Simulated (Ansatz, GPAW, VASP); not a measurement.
## One calculation of Ni, 3 ways

```
Ni
1.0
     0.00000    1.73757    1.73757
     1.73757    0.00000    1.73757
     1.73757    1.73757    0.00000
Ni
1
Direct
  0.00000 0.00000 0.00000
```

Alike in all runs: task single point; functional RPBE; k mesh 13 × 13 × 13; occupations gaussian, width 0.05 eV; collinear spin, ferromagnetic start; no spin-orbit coupling. Pressure is positive in compression and, in plane waves, holds the error of the finite cutoff.

```
                                                    program and potentials  plane-wave cutoff (eV)                                                                                 notes  pressure (GPa)  net moment per atom (μB)
                                            VASP, PBE PAW files Ni, 520 eV                     520                      potentials made for PBE; 10 valence electrons an atom on average           13.94                      0.62
                            Ansatz, all-electron LAPW, scalar-relativistic                       -                                                                                     -           13.84                      0.64
GPAW, the program's PAW data sets (release 1.2.1) made for this functional                     600  16 valence electrons an atom on average; this data set often lies off other programs           16.97                      0.64
```

The pressure spans 13.84 (Ansatz, all-electron LAPW, scalar-relativistic) to 16.97 GPa (GPAW, the program's PAW data sets (release 1.2.1) made for this functional), with all-electron results at 13.84. The net moment per atom spans 0.62 (VASP, PBE PAW files Ni, 520 eV) to 0.64 μB (GPAW, the program's PAW data sets (release 1.2.1) made for this functional), with all-electron results at 0.64. The cell lies far from this level's equilibrium. The state is the one that the start led to, which needn't be the lowest.

Differences between rows come from potentials, basis sets and numerical settings, since the functional is the same but for its coding. Runs on potential files found faulty are left out.
